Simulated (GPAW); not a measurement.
# Nb (Fm-3m) in GPAW: elastic constants with TPSS+D4

Aim: the elastic constants of Nb with TPSS+D4.

Program: GPAW 26.7.0. These are calculated values, not measurements. Logs are shortened: lines on timing, memory, paths and dates and some standing lists are left out, and cuts for length are marked. The log counts tension as positive stress, the text compression.

## 1. The crystal as given

Symmetry: Fm-3m, No. 225, cubic system. Conventional cell: a = 4.230 Å, b = 4.230 Å, c = 4.230 Å, α = 90.00°, β = 90.00°, γ = 90.00°. Around Nb (site symmetry m-3m) lie 12 Nb at 2.99 Å.

This isn't the form of Nb at room conditions, which is bcc.

## 2. Elastic constants, TPSS+D4, 18.92 Å³/atom

run.py reads:

```python
import json
import numpy as np
import spglib
from ase.calculators.mixing import SumCalculator
from ase.constraints import FixSymmetry
from ase.filters import FrechetCellFilter
from ase.io import read, write
from ase.optimize import BFGS
from ase.stress import full_3x3_to_voigt_6_stress, voigt_6_to_full_3x3_strain, voigt_6_to_full_3x3_stress
from ase.units import GPa
from dftd4.ase import DFTD4
from gpaw import GPAW, PW

atoms = read('POSCAR')

calc = GPAW(mode=PW(600),
            xc='MGGA_X_TPSS+MGGA_C_TPSS',
            kpts={'size': (11, 11, 11), 'gamma': True},
            occupations={'name': 'fermi-dirac', 'width': 0.05},
            nbands=15,
            convergence={'density': 1e-06, 'eigenstates': 1e-09},
            eigensolver='davidson',
            maxiter=150,
            txt='gpaw.txt')
atoms.calc = SumCalculator([calc, DFTD4(method='tpss')])
atoms.set_constraint(FixSymmetry(atoms))
BFGS(FrechetCellFilter(atoms), trajectory='relax.traj', logfile='-').run(fmax=0.005, steps=40)
atoms.set_constraint()
energy = atoms.get_potential_energy()
forces = atoms.get_forces()
stress = atoms.get_stress()
calc.write('gs.gpw')
write('result.traj', atoms)
print('Cell:', atoms.cell.cellpar().round(4))
print(atoms.get_scaled_positions().round(5))

gpts = tuple(int(n) for n in calc.get_number_of_grid_points())
cell = atoms.cell[:].T
dataset = spglib.get_symmetry((atoms.cell[:], atoms.get_scaled_positions(), atoms.numbers), symprec=1e-4)
rotations = [cell @ w @ np.linalg.inv(cell) for w in dataset['rotations']]
strains, clamped, relaxed = [], [], []
for v in [0, 3]:
    for e in (-0.01, 0.01):
        voigt = np.zeros(6)
        voigt[v] = e
        F = voigt_6_to_full_3x3_strain(voigt)
        a = atoms.copy()
        a.set_cell(atoms.cell[:] @ F, scale_atoms=True)
        c = GPAW(mode=PW(600),
                 xc='MGGA_X_TPSS+MGGA_C_TPSS',
                 kpts={'size': (11, 11, 11), 'gamma': True},
                 occupations={'name': 'fermi-dirac', 'width': 0.05},
                 nbands=15,
                 convergence={'density': 1e-06, 'eigenstates': 1e-09},
                 eigensolver='davidson',
                 maxiter=150,
                 gpts=gpts,
                 txt=f'strain-{v}{e:+.3f}.txt')
        a.calc = SumCalculator([c, DFTD4(method='tpss')])
        s0 = s1 = a.get_stress() - stress
        print(v, e, 'clamped', (s0 / GPa).round(3), 'relaxed', (s1 / GPa).round(3), flush=True)
        for R in rotations:  # images under the point group
            eps = R @ (F - np.eye(3)) @ R.T
            strains.append(full_3x3_to_voigt_6_stress(eps) * [1, 1, 1, 2, 2, 2])
            for s, rows in ((s0, clamped), (s1, relaxed)):
                rows.append(full_3x3_to_voigt_6_stress(R @ voigt_6_to_full_3x3_stress(s) @ R.T))

C0, C = (np.linalg.lstsq(np.array(strains), np.array(s), rcond=None)[0].T / GPa for s in (clamped, relaxed))
print('Clamped-ion Cij (GPa):')
print(C0.round(1))
print('Relaxed-ion Cij (GPa):')
print(C.round(1))
json.dump({'clamped': C0.tolist(), 'relaxed': C.tolist()}, open('elastic.json', 'w'))
```

POSCAR reads:

```
Nb
1.0
    0.0000000000      2.1150000000      2.1150000000
    2.1150000000      0.0000000000      2.1150000000
    2.1150000000      2.1150000000      0.0000000000
Nb
1
Direct
    0.0000000000      0.0000000000      0.0000000000
```

Potentials or basis: GPAW PAW data sets (gpaw-data 1.2.1), pw.

Run with:

```sh
$ OMP_NUM_THREADS=1 python run.py
```

gpaw.txt:

```text
__  _  _
 | _ |_)|_||  |
 |__||  | ||/\| - 26.7.0

Input parameters:
  mode=PW(ecut=600.0),
  convergence={'density': 1e-06, 'eigenstates': 1e-09},
  eigensolver=Davidson(niter=2),
  kpts=MonkhorstPack(size=(11, 11, 11), gamma=True),
  maxiter=150,
  nbands=15,
  occupations=Occupations(name='fermi-dirac', width=0.05),
  xc=XC(name='MGGA_X_TPSS+MGGA_C_TPSS')

Diagonalizing LCAO Hamiltonian
Converting LCAO to pw mode

       Nb

Atoms  # Å, Bohr magnetons
|   | symbol |        x |        y |        z |    initial magnetic moments |
|---|--------|----------|----------|----------|-----------------------------|
| 0 |     Nb | 0.000000 | 0.000000 | 0.000000 | ( 0.0000,  0.0000,  0.0000) |

Unit cell  # Å
| periodic |        x |        y |        z |  lengths |    angles |
|----------|----------|----------|----------|----------|-----------|
|      yes | 0.000000 | 2.115000 | 2.115000 | 2.991062 | 60.000000 |
|      yes | 2.115000 | 0.000000 | 2.115000 | 2.991062 | 60.000000 |
|      yes | 2.115000 | 2.115000 | 0.000000 | 2.991062 | 60.000000 |

Number of symmetries: 48
Symmetry operations  # r_c * U_cc + t_c -> r_c
|    | kind |            matrix            |
|----|------|------------------------------|
|  0 |  σ   |  1, 0, 0,  1, 0,-1,  1,-1, 0 |
|  1 |  C2  |  1, 0, 0,  1,-1, 0,  1, 0,-1 |
|  2 |  E   |  1, 0, 0,  0, 1, 0,  0, 0, 1 |
|  3 |  σ   |  1, 0, 0,  0, 0, 1,  0, 1, 0 |
|  4 |  C4  |  1, 0,-1,  1, 0, 0,  1,-1, 0 |
|  5 |  S6  |  1, 0,-1,  1,-1, 0,  1, 0, 0 |
|  6 |  σ   |  1, 0,-1,  0, 1,-1,  0, 0,-1 |
|  7 |  C3  |  1, 0,-1,  0, 0,-1,  0, 1,-1 |
|  8 |  S6  |  1,-1, 0,  1, 0, 0,  1, 0,-1 |
|  9 |  C4  |  1,-1, 0,  1, 0,-1,  1, 0, 0 |
| 10 |  C3  |  1,-1, 0,  0,-1, 1,  0,-1, 0 |
| 11 |  σ   |  1,-1, 0,  0,-1, 0,  0,-1, 1 |
| 12 |  σ   |  0, 1, 0,  1, 0, 0,  0, 0, 1 |
| 13 |  C4  |  0, 1, 0,  0, 1,-1, -1, 1, 0 |
[... 136 lines left out ...]
convergence criteria:
- Maximum integral of absolute [dens]ity change: 1e-06 electrons / valence electron
- Maximum integral of absolute [eigenst]ate change: 1e-09 eV^2 / valence electron
- Maximum [total energy] change in last 3 cyles: 0.0005 eV / valence electron
maximum number of iterations: 150

SCF iterations
|iter     | |      energy | eigst |  dens |
|---------|-|-------------|-------|-------|
|iter:   1| |  385.050987 | +4.48 |       |
|iter:   2| |  -16.106240 | +1.84 | +0.03 |
|iter:   3| |  -17.383913 | -0.03 | -1.24 |
|iter:   4| |  -17.399253 | -1.85 | -1.39 |
|iter:   5| |  -17.406653 | -2.97 | -1.47 |
|iter:   6| |  -17.415896 | -2.93 | -1.70 |
|iter:   7| |  -17.418042 | -3.90 | -2.09 |
|iter:   8| |  -17.416670c| -4.56 | -2.17 |
|iter:   9| |  -17.415670c| -4.98 | -2.26 |
|iter:  10| |  -17.415402c| -5.96 | -2.35 |
|iter:  11| |  -17.414923c| -5.51 | -2.39 |
|iter:  12| |  -17.414151c| -4.59 | -2.50 |
|iter:  13| |  -17.414125c| -5.55 | -3.05 |
|iter:  14| |  -17.414125c| -7.64 | -4.31 |
|iter:  15| |  -17.414125c| -8.41 | -4.75 |
|iter:  16| |  -17.414125c|-10.09c| -5.87 |
|iter:  17| |  -17.414125c|-11.94c| -6.74c|

Converged in 17 steps
Energy contributions relative to reference atoms: (reference = -103906.147789)

Energy contributions:
  Kinetic:          -5.431130
  Coulomb:           0.185067
  Zero:              0.007712
  External:          0.000000
  Xc:              -12.169773
  Entropy:          -0.012003
  Spinorbit:         0.000000
  ----------------------------
  Free energy:     -17.420127
  Extrapolated:    -17.414125
[... 10 lines left out ...]
|          3 |       -19.616 |     2.000 |
|          4 |         4.877 |     2.000 |
|          5 |        11.147 |     0.241 |
|          6 |        11.147 |     0.241 |
|          7 |        11.147 |     0.241 |
|          8 |        13.747 |     0.000 |
|          9 |        13.747 |     0.000 |
|         10 |        22.855 |     0.000 |
|         11 |        27.660 |     0.000 |
|         12 |        27.660 |     0.000 |
|        ... |               |           |
|         14 |        31.737 |     0.000 |

No gap
No difference between direct/indirect transitions

Stress tensor  # eV/Ang^3
|        x |         y |         z |
|----------|-----------|-----------|
| 0.030922 |  0.000000 |  0.000000 |
| 0.000000 |  0.030922 | -0.000000 |
| 0.000000 | -0.000000 |  0.030922 |

Forces  # eV/Ang
|        x |        y |       z |
|----------|----------|---------|
| -0.00000 | -0.00000 | 0.00000 |  # Nb   0

Interpolating wave functions to new cell

       Nb

Atoms  # Å, Bohr magnetons
|   | symbol |        x |        y |        z |    initial magnetic moments |
|---|--------|----------|----------|----------|-----------------------------|
| 0 |     Nb | 0.000000 | 0.000000 | 0.000000 | ( 0.0000,  0.0000,  0.0000) |

Unit cell  # Å
| periodic |         x |         y |         z |  lengths |    angles |
|----------|-----------|-----------|-----------|----------|-----------|
|      yes | -0.000000 |  2.084566 |  2.084566 | 2.948021 | 60.000000 |
|      yes |  2.084566 | -0.000000 |  2.084566 | 2.948021 | 60.000000 |
|      yes |  2.084566 |  2.084566 | -0.000000 | 2.948021 | 60.000000 |

Number of symmetries: 48
Symmetry operations  # r_c * U_cc + t_c -> r_c
|    | kind |            matrix            |
|----|------|------------------------------|
|  0 |  σ   |  1, 0, 0,  1, 0,-1,  1,-1, 0 |
|  1 |  C2  |  1, 0, 0,  1,-1, 0,  1, 0,-1 |
|  2 |  E   |  1, 0, 0,  0, 1, 0,  0, 0, 1 |
|  3 |  σ   |  1, 0, 0,  0, 0, 1,  0, 1, 0 |
|  4 |  C4  |  1, 0,-1,  1, 0, 0,  1,-1, 0 |
|  5 |  S6  |  1, 0,-1,  1,-1, 0,  1, 0, 0 |
|  6 |  σ   |  1, 0,-1,  0, 1,-1,  0, 0,-1 |
|  7 |  C3  |  1, 0,-1,  0, 0,-1,  0, 1,-1 |
|  8 |  S6  |  1,-1, 0,  1, 0, 0,  1, 0,-1 |
|  9 |  C4  |  1,-1, 0,  1, 0,-1,  1, 0, 0 |
| 10 |  C3  |  1,-1, 0,  0,-1, 1,  0,-1, 0 |
| 11 |  σ   |  1,-1, 0,  0,-1, 0,  0,-1, 1 |
| 12 |  σ   |  0, 1, 0,  1, 0, 0,  0, 0, 1 |
| 13 |  C4  |  0, 1, 0,  0, 1,-1, -1, 1, 0 |
[... 202 lines left out ...]
Stress tensor  # eV/Ang^3
|         x |         y |         z |
|-----------|-----------|-----------|
| -0.014367 | -0.000000 | -0.000000 |
| -0.000000 | -0.014367 | -0.000000 |
| -0.000000 | -0.000000 | -0.014367 |

Forces  # eV/Ang
|       x |       y |       z |
|---------|---------|---------|
| 0.00000 | 0.00000 | 0.00000 |  # Nb   0

Interpolating wave functions to new cell

       Nb

Atoms  # Å, Bohr magnetons
|   | symbol |        x |        y |        z |    initial magnetic moments |
|---|--------|----------|----------|----------|-----------------------------|
| 0 |     Nb | 0.000000 | 0.000000 | 0.000000 | ( 0.0000,  0.0000,  0.0000) |

Unit cell  # Å
| periodic |        x |         y |         z |  lengths |    angles |
|----------|----------|-----------|-----------|----------|-----------|
|      yes | 0.000000 |  2.077717 |  2.077717 | 2.938335 | 60.000000 |
|      yes | 2.077717 | -0.000000 |  2.077717 | 2.938335 | 60.000000 |
|      yes | 2.077717 |  2.077717 | -0.000000 | 2.938335 | 60.000000 |

Number of symmetries: 48
Symmetry operations  # r_c * U_cc + t_c -> r_c
|    | kind |            matrix            |
|----|------|------------------------------|
|  0 |  σ   |  1, 0, 0,  1, 0,-1,  1,-1, 0 |
|  1 |  C2  |  1, 0, 0,  1,-1, 0,  1, 0,-1 |
|  2 |  E   |  1, 0, 0,  0, 1, 0,  0, 0, 1 |
|  3 |  σ   |  1, 0, 0,  0, 0, 1,  0, 1, 0 |
|  4 |  C4  |  1, 0,-1,  1, 0, 0,  1,-1, 0 |
|  5 |  S6  |  1, 0,-1,  1,-1, 0,  1, 0, 0 |
|  6 |  σ   |  1, 0,-1,  0, 1,-1,  0, 0,-1 |
|  7 |  C3  |  1, 0,-1,  0, 0,-1,  0, 1,-1 |
|  8 |  S6  |  1,-1, 0,  1, 0, 0,  1, 0,-1 |
|  9 |  C4  |  1,-1, 0,  1, 0,-1,  1, 0, 0 |
| 10 |  C3  |  1,-1, 0,  0,-1, 1,  0,-1, 0 |
| 11 |  σ   |  1,-1, 0,  0,-1, 0,  0,-1, 1 |
| 12 |  σ   |  0, 1, 0,  1, 0, 0,  0, 0, 1 |
| 13 |  C4  |  0, 1, 0,  0, 1,-1, -1, 1, 0 |
[... 205 lines left out ...]
Stress tensor  # eV/Ang^3
|         x |         y |         z |
|-----------|-----------|-----------|
| -0.025788 | -0.000000 | -0.000000 |
| -0.000000 | -0.025788 |  0.000000 |
| -0.000000 |  0.000000 | -0.025788 |

Forces  # eV/Ang
|       x |       y |       z |
|---------|---------|---------|
| 0.00000 | 0.00000 | 0.00000 |  # Nb   0

Interpolating wave functions to new cell

       Nb

Atoms  # Å, Bohr magnetons
|   | symbol |        x |        y |        z |    initial magnetic moments |
|---|--------|----------|----------|----------|-----------------------------|
| 0 |     Nb | 0.000000 | 0.000000 | 0.000000 | ( 0.0000,  0.0000,  0.0000) |

Unit cell  # Å
| periodic |        x |         y |         z |  lengths |    angles |
|----------|----------|-----------|-----------|----------|-----------|
|      yes | 0.000000 |  2.078074 |  2.078074 | 2.938840 | 60.000000 |
|      yes | 2.078074 | -0.000000 |  2.078074 | 2.938840 | 60.000000 |
|      yes | 2.078074 |  2.078074 | -0.000000 | 2.938840 | 60.000000 |

Number of symmetries: 48
Symmetry operations  # r_c * U_cc + t_c -> r_c
|    | kind |            matrix            |
|----|------|------------------------------|
|  0 |  σ   |  1, 0, 0,  1, 0,-1,  1,-1, 0 |
|  1 |  C2  |  1, 0, 0,  1,-1, 0,  1, 0,-1 |
|  2 |  E   |  1, 0, 0,  0, 1, 0,  0, 0, 1 |
|  3 |  σ   |  1, 0, 0,  0, 0, 1,  0, 1, 0 |
|  4 |  C4  |  1, 0,-1,  1, 0, 0,  1,-1, 0 |
|  5 |  S6  |  1, 0,-1,  1,-1, 0,  1, 0, 0 |
|  6 |  σ   |  1, 0,-1,  0, 1,-1,  0, 0,-1 |
|  7 |  C3  |  1, 0,-1,  0, 0,-1,  0, 1,-1 |
|  8 |  S6  |  1,-1, 0,  1, 0, 0,  1, 0,-1 |
|  9 |  C4  |  1,-1, 0,  1, 0,-1,  1, 0, 0 |
| 10 |  C3  |  1,-1, 0,  0,-1, 1,  0,-1, 0 |
| 11 |  σ   |  1,-1, 0,  0,-1, 0,  0,-1, 1 |
| 12 |  σ   |  0, 1, 0,  1, 0, 0,  0, 0, 1 |
| 13 |  C4  |  0, 1, 0,  0, 1,-1, -1, 1, 0 |
[... 143 lines left out ...]
|iter     | |      energy | eigst |  dens |
|---------|-|-------------|-------|-------|
|iter:   1| |-2806.415242 |       |       |
|iter:   2| |  -17.383523 | +1.47 | -1.12 |
|iter:   3| |  -17.413779 | -0.05 | -2.23 |
|iter:   4| |  -17.421106 | -1.26 | -2.29 |
|iter:   5| |  -17.420974 | -2.59 | -2.30 |
|iter:   6| |  -17.419982c| -4.55 | -2.34 |
|iter:   7| |  -17.418989c| -4.84 | -2.43 |
|iter:   8| |  -17.418689c| -5.48 | -2.58 |
|iter:   9| |  -17.418581c| -6.21 | -2.66 |
|iter:  10| |  -17.418496c| -6.45 | -2.71 |
|iter:  11| |  -17.418345c| -5.66 | -2.76 |
|iter:  12| |  -17.418257c| -5.27 | -2.89 |
|iter:  13| |  -17.418222c| -5.85 | -3.12 |
|iter:  14| |  -17.418223c| -7.08 | -3.78 |
|iter:  15| |  -17.418223c| -7.86 | -4.27 |
|iter:  16| |  -17.418223c| -9.45c| -5.40 |
|iter:  17| |  -17.418223c|-10.71c| -5.95 |
|iter:  18| |  -17.418223c|-12.29c| -6.90c|

Converged in 18 steps
Energy contributions relative to reference atoms: (reference = -103906.147789)

Energy contributions:
  Kinetic:          -1.631281
  Coulomb:          -2.735248
  Zero:              0.000456
  External:          0.000000
  Xc:              -13.046667
  Entropy:          -0.010964
  Spinorbit:         0.000000
  ----------------------------
  Free energy:     -17.423705
  Extrapolated:    -17.418223
[... 26 lines left out ...]
Stress tensor  # eV/Ang^3
|         x |         y |         z |
|-----------|-----------|-----------|
| -0.025180 |  0.000000 |  0.000000 |
|  0.000000 | -0.025180 | -0.000000 |
|  0.000000 | -0.000000 | -0.025180 |

Forces  # eV/Ang
|       x |        y |        z |
|---------|----------|----------|
| 0.00000 | -0.00000 | -0.00000 |  # Nb   0

# Writing to gs.gpw (mode='')
```

Run time: 13 min. Hardware: 1 thread of AMD EPYC 7B13 (Zen 3), shared host; peak memory 0.68 GiB.

Results:

* Free energy: -17.8744 eV
* Relaxed volume: 17.95 Å³/atom
* Relaxed cell: a = 2.939 Å, b = 2.939 Å, c = 2.939 Å, α = 60.00°, β = 60.00°, γ = 60.00°
* Space group after relaxing (to 0.05 Å): Fm-3m (No. 225)
* Pressure after relaxing: 0.0 GPa
* Band gap on the k mesh: none (metal or under the smearing width)
* Elastic constants C11, C12, C44: -30, 285, -39 GPa
* Voigt bulk modulus: 180 GPa
* Dispersion energy per atom: -0.451 eV

Caveat: the density grid can change from cell to cell, which puts small steps into energies and stress; the elastic tensor has a negative eigenvalue, so either the cell is unstable as it stands or the mesh is too thin; the PAW data sets were made with another functional, which shifts forces and pressure a little; pairwise dispersion overbinds metals, which lowers pressure and volume.
